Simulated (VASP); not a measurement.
# BN (P6_3mc) in VASP: further runs

Runs on BN. Level: r2SCAN. Tasks: single point.

Everything below comes from runs of VASP 6.6.1. Logs are shortened: lines on timing, memory, paths and dates and some standing lists are left out, and cuts for length are marked.

**1. The structure**

It takes space group P6_3mc (No. 186, hexagonal). The conventional cell has a = 2.554 Å, b = 2.554 Å, c = 4.227 Å, α = 90.00°, β = 90.00°, γ = 120.00°. N (site symmetry 3m) has 4 B at 1.57 to 1.58 Å as nearest neighbours. B (site symmetry 3m) has 4 N at 1.57 to 1.58 Å as nearest neighbours.

Measurements of this composition are mostly on another form, of space group No. 194.

**2. Single point, r2SCAN**

File INCAR:

```
  ADDGRID = F
  ALGO = Normal
  EDIFF = 1E-6
  ENCUT = 350
  ISIF = 2
  ISMEAR = 0
  LASPH = T
  LCHARG = F
  LMIXTAU = T
  LREAL = F
  LWAVE = F
  METAGGA = R2SCAN
  NBANDS = 16
  NELM = 100
  PREC = Accurate
  SIGMA = 0.05
```

File KPOINTS:

```
k-points
0
Gamma
  9 9 5
```

File POSCAR:

```
BN
1.0
    2.5539396017      0.0000000000      0.0000000000
   -1.2769698009      2.2117765748      0.0000000000
    0.0000000000      0.0000000000      4.2268550000
N B
2 2
Direct
    0.3333333333      0.6666666667      0.1252760000
    0.6666666667      0.3333333333      0.6252760000
    0.3333333333      0.6666666667      0.4997240000
    0.6666666667      0.3333333333      0.9997240000
```

Potentials or basis: VASP PAW PBE potentials, release 64 (N_s, B_s).

Launch:

```console
> cat potpaw_PBE.64/N_s/POTCAR potpaw_PBE.64/B_s/POTCAR > POTCAR
> mpirun -np 1 vasp_std > vasp.out
```

OUTCAR:

```text
EDIFF = 1E-6
   ENCUT = 350
   ISIF = 2
   ISMEAR = 0
   LASPH = T
   LREAL = F
   METAGGA = R2SCAN
   NELM = 100
   PREC = Accurate

 Found     36 irreducible k-points:

 Following reciprocal coordinates:
            Coordinates               Weight
  0.000000  0.000000  0.000000      1.000000
  0.111111  0.000000  0.000000      6.000000
  0.222222  0.000000  0.000000      6.000000
  0.333333  0.000000  0.000000      6.000000
  0.444444  0.000000  0.000000      6.000000
  0.111111  0.111111  0.000000      6.000000
   k-points           NKPTS =     36   k-points in BZ     NKDIM =     36   number of bands    NBANDS=     16
   number of dos      NEDOS =    301   number of ions     NIONS =      4
   total plane-waves  NPLWV =   7168
   dimension x,y,z NGX =    16 NGY =   16 NGZ =   28
   dimension x,y,z NGXF=    32 NGYF=   32 NGZF=   56
   ions per type =               2   2
   NGX,Y,Z   is equivalent  to a cutoff of  10.42, 10.42, 11.01 a.u.
   NGXF,Y,Z  is equivalent  to a cutoff of  20.83, 20.83, 22.03 a.u.
 SYSTEM =  unknown system
   PREC   = accura    normal or accurate (medium, high low for compatibility)
   ISTART =      0    job   : 0-new  1-cont  2-samecut
   ICHARG =      2    charge: 1-file 2-atom 10-const
   ISPIN  =      1    spin polarized calculation?
   LNONCOLLINEAR =      F non collinear calculations
   LSORBIT =      F    spin-orbit coupling
   LASPH  =      T    aspherical Exc in radial PAW
   ENCUT  =  350.0 eV  25.72 Ry    5.07 a.u.   3.90  3.90  6.45*2*pi/ulx,y,z
   NELM   =    100;   NELMIN=  2; NELMDL= -5     # of ELM steps
   EDIFF  = 0.1E-05   stopping-criterion for ELM
   LREAL  =      F    real-space projection
   EDIFFG = 0.1E-04   stopping-criterion for IOM
   NSW    =      0    number of steps for IOM
   IBRION =     -1    ionic relax: 0-MD 1-quasi-New 2-CG
   NFREE  =      0    steps in history (QN), initial steepest desc. (CG)
   ISIF   =      2    stress and relaxation
   ISYM   =      2    0-nonsym 1-usesym 2-fastsym
   POTIM  = 0.5000    time-step for ionic-motion
   TEBEG  =    0.0;   TEEND  =   0.0 temperature during run
   PSTRESS=    0.0 pullay stress
   NELECT =      16.0000    total number of electrons
   NUPDOWN=      -1.0000    fix difference up-down
   EMIN   =  10.00;   EMAX   =-10.00  energy-range for DOS
   EFERMI =   0.00;   METHOD = LEGACY
   ISMEAR =     0;   SIGMA  =   0.05  broadening in eV -4-tet -1-fermi 0-gaus
   EFERMI_NEDOS =   21; number of points for ismear=-14 and -15
   IALGO  =     38    algorithm
   IMIX   =      4    mixing-type and parameters
     AMIX     =   0.40;   BMIX     =  1.00
     AMIX_MAG =   1.60;   BMIX_MAG =  1.00
  volume/ion in A,a.u.               =       5.97        40.28
  Fermi-wavevector in a.u.,A,eV,Ry     =   1.432600  2.707222 27.923836  2.052344
  Thomas-Fermi vector in A             =   2.552210
   LORBIT       =      0    0 simple, 1 ext, 2 COOP (PROOUT), +10 PAW based schemes
   METAGGA = R2SCAN    functional components
   LHFCALC =     F    Hartree Fock is set to
   AEXX    =    0.0000 exact exchange contribution
   IVDW    =     0    specifies the selected vdW correction
   LEPSILON=     F    determine dielectric tensor
   LRPA    =     F    only Hartree local field effects (RPA)
 non-spin polarized calculation
 Gauss-broadening in eV      SIGMA  =   0.05
  energy-cutoff  :      350.00
  volume of cell :       23.88
 maximum number of plane-waves:       364
 NGX is ok and might be reduce to    16
   NGX =  7   NGY =  7   NGZ = 13

 number of electron      15.9999998 magnetization

 Free energy of the ion-electron system (eV)
  ---------------------------------------------------
  ext. energy  EPLUGINS =         0.00000000
  ---------------------------------------------------
  free energy    TOTEN  =       -38.09969191 eV

  energy without entropy =      -38.09969191  energy(sigma->0) =      -38.09969191

 E-fermi :   9.4601     XC(G=0): -13.5761

 val. band max:        9.1303082811   @ k =   0.0000   0.0000   0.0000
 cond. band min:      14.8574055474   @ k =   0.3333   0.3333   0.0000
 fundamental gap:      5.7270972663
 Fermi energy:         9.4600642506

 k-point     1 :       0.0000    0.0000    0.0000
  band No.  band energies     occupation
      1     -12.2594      2.00000
      2      -8.0670      2.00000
      3      -2.1337      2.00000
      4       6.9369      2.00000
      5       6.9369      2.00000
      6       8.8521      2.00000
      7       9.1303      2.00000
      8       9.1303      2.00000
      9      18.1456      0.00000
     10      18.1456      0.00000
     11      18.3360      0.00000
     12      19.1860      0.00000
     13      20.4832      0.00000
     14      21.8022      0.00000
     15      21.8022      0.00000
     16      26.3687      0.00000

 k-point     2 :       0.1111    0.0000    0.0000
  band No.  band energies     occupation
      1     -11.9835      2.00000
      2      -7.8572      2.00000
      3      -1.8592      2.00000
      4       5.7107      2.00000
      5       6.4441      2.00000
      6       8.1012      2.00000
      7       8.5799      2.00000
      8       8.8450      2.00000
      9      17.7430      0.00000
     10      18.6788      0.00000
     11      18.7289      0.00000
     12      20.0777      0.00000
     13      21.2228      0.00000
     14      22.0744      0.00000
     15      22.6088      0.00000
     16      25.9052      0.00000

 k-point     3 :       0.2222    0.0000    0.0000
  band No.  band energies     occupation
      1     -11.1734      2.00000
      2      -7.2887      2.00000
      3      -1.0577      2.00000
      4       3.1162      2.00000
      5       5.4409      2.00000
      6       5.8176      2.00000
      7       7.7591      2.00000
      8       8.1406      2.00000
      9      17.1424      0.00000
     10      19.1829      0.00000
     11      19.7133      0.00000
     12      20.7330      0.00000
     13      22.0962      0.00000
     14      23.7373      0.00000
     15      24.5244      0.00000
     16      25.2303      0.00000

 k-point     4 :       0.3333    0.0000    0.0000
  band No.  band energies     occupation
      1      -9.9070      2.00000
      2      -6.6355      2.00000
      3       0.1801      2.00000
      4       0.6117      2.00000
      5       3.3408      2.00000
      6       4.5417      2.00000
      7       6.4256      2.00000
      8       7.4214      2.00000
      9      16.6503      0.00000
     10      18.6228      0.00000
     11      20.3141      0.00000
     12      21.2386      0.00000
     13      21.7632      0.00000
     14      25.4090      0.00000
     15      25.8572      0.00000
     16      26.5995      0.00000

 k-point     5 :       0.4444    0.0000    0.0000
  band No.  band energies     occupation
      1      -8.4733      2.00000
      2      -6.6028      2.00000
      3      -0.6440      2.00000
      4       1.2185      2.00000
      5       1.7601      2.00000
      6       4.0397      2.00000
      7       4.9543      2.00000
      8       6.9972      2.00000
      9      16.4104      0.00000
     10      17.8079      0.00000
     11      20.4356      0.00000
     12      21.2662      0.00000
     13      22.5165      0.00000
     14      24.7576      0.00000
     15      26.5141      0.00000
     16      27.9285      0.00000

 k-point     6 :       0.1111    0.1111    0.0000
  band No.  band energies     occupation
      1     -11.4400      2.00000
      2      -7.4657      2.00000
      3      -1.3206      2.00000
      4       4.1352      2.00000
      5       5.1694      2.00000
      6       6.8705      2.00000
      7       8.0575      2.00000
      8       8.0848      2.00000
      9      18.0052      0.00000
     10      18.6452      0.00000
     11      19.2846      0.00000
     12      21.0697      0.00000
     13      22.0863      0.00000
     14      22.3874      0.00000
     15      24.3170      0.00000
     16      25.4246      0.00000

 [... further k-points ...]
[... 5 lines left out ...]
  --------------------------------------------------------------------------------------
  -------------------------------------------------------------------------------------
  Total       -0.4722869     -0.4722869     -0.5615678      0.0000000      0.0000000      0.0000000
  in kB      -31.6918224    -31.6918224    -37.6828317      0.0000000      0.0000000      0.0000000
  external PRESSURE =     -33.6888255 kB  Pullay stress =       0.0000000 kB

 VOLUME and BASIS-vectors are now :
 -----------------------------------------------------------------------------
  energy-cutoff  :      350.00
  volume of cell :       23.88
      direct lattice vectors                 reciprocal lattice vectors
     2.553939602  0.000000000  0.000000000     0.391551938  0.226062617  0.000000000
    -1.276969801  2.211776575  0.000000000     0.000000000  0.452125233  0.000000000
     0.000000000  0.000000000  4.226855000     0.000000000  0.000000000  0.236582518

 POSITION                                       TOTAL-FORCE (eV/Angst)
 -----------------------------------------------------------------------------------
     -0.00000      1.47452      0.52952        -0.000000     -0.000000     -0.018850
      1.27697      0.73726      2.64295        -0.000000      0.000000     -0.018850
     -0.00000      1.47452      2.11226         0.000000      0.000000      0.018850
      1.27697      0.73726      4.22569         0.000000     -0.000000      0.018850
 -----------------------------------------------------------------------------------
    total drift:                               -0.000000     -0.000001     -0.000729

  FREE ENERGIE OF THE ION-ELECTRON SYSTEM (eV)
  ---------------------------------------------------
  free  energy   TOTEN  =       -38.0996919050 eV

  energy  without entropy=      -38.0996919050  energy(sigma->0) =      -38.09969191
```

Run time: 33 s. Hardware: 1 thread of Intel Xeon Platinum 8488C (Sapphire Rapids), shared host; peak memory 0.12 GiB.

These settings aren't checked as converged: the numbers below hold their error.

Results:

- Free energy: -38.0997 eV
- Pressure: -3.4 GPa
- Largest force: 0.019 eV/Å
- Band gap on the k mesh: 5.73 eV, indirect (least direct gap 8.90 eV)

Caveat: the PAW data sets were made with another functional, which shifts forces and pressure a little; an odd mesh through Γ misses points on the zone boundary, where band edges often lie.

**3. Single point, r2SCAN**

INCAR: that of step 2 with these lines changed.

```diff
@@ -3,3 +3,3 @@
   EDIFF = 1E-6
-  ENCUT = 350
+  ENCUT = 600
   ISIF = 2
```

File KPOINTS:

```
k-points
0
Gamma
  7 7 4
```

POSCAR is that of step 2.

Potentials or basis: VASP PAW PBE potentials, release 64 (N_s, B_s).

Launch:

```console
> cat potpaw_PBE.64/N_s/POTCAR potpaw_PBE.64/B_s/POTCAR > POTCAR
> mpirun -np 1 vasp_std > vasp.out
```

Run time: 50 s. Hardware: 1 thread of Intel Xeon Platinum 8488C (Sapphire Rapids), shared host; peak memory 0.13 GiB.

The run converged, but some of its settings lie outside the range that counts as converged, so its numbers aren't taken as properties of the crystal.

Results:

```
Free energy            : -38.1557 eV
Pressure               : -3.3 GPa
Largest force          : 0.022 eV/Å
Band gap on the k mesh : 6.13 eV, indirect (least direct gap 8.91 eV)
```

Caveat: the PAW data sets were made with another functional, which shifts forces and pressure a little; an odd mesh through Γ misses points on the zone boundary, where band edges often lie.

**4. Single point, r2SCAN**

INCAR: that of step 3 with these lines changed.

```diff
@@ -3,3 +3,3 @@
   EDIFF = 1E-6
-  ENCUT = 600
+  ENCUT = 400
   ISIF = 2
```

File KPOINTS:

```
k-points
0
Gamma
  9 9 5
```

POSCAR is that of step 3.

Launch:

```console
> cat potpaw_PBE.64/N_s/POTCAR potpaw_PBE.64/B_s/POTCAR > POTCAR
> mpirun -np 1 vasp_std > vasp.out
```

It took 63 s on 1 thread of Intel Xeon Platinum 8488C (Sapphire Rapids), shared host; peak memory 0.12 GiB.

The run converged, but some of its settings lie outside the range that counts as converged, so its numbers aren't taken as properties of the crystal.

What came out:

```
Free energy            : -38.1165 eV
Pressure               : -3.9 GPa
Largest force          : 0.020 eV/Å
Band gap on the k mesh : 5.73 eV, indirect (least direct gap 8.90 eV)
```

Caveat: the PAW data sets were made with another functional, which shifts forces and pressure a little; an odd mesh through Γ misses points on the zone boundary, where band edges often lie.
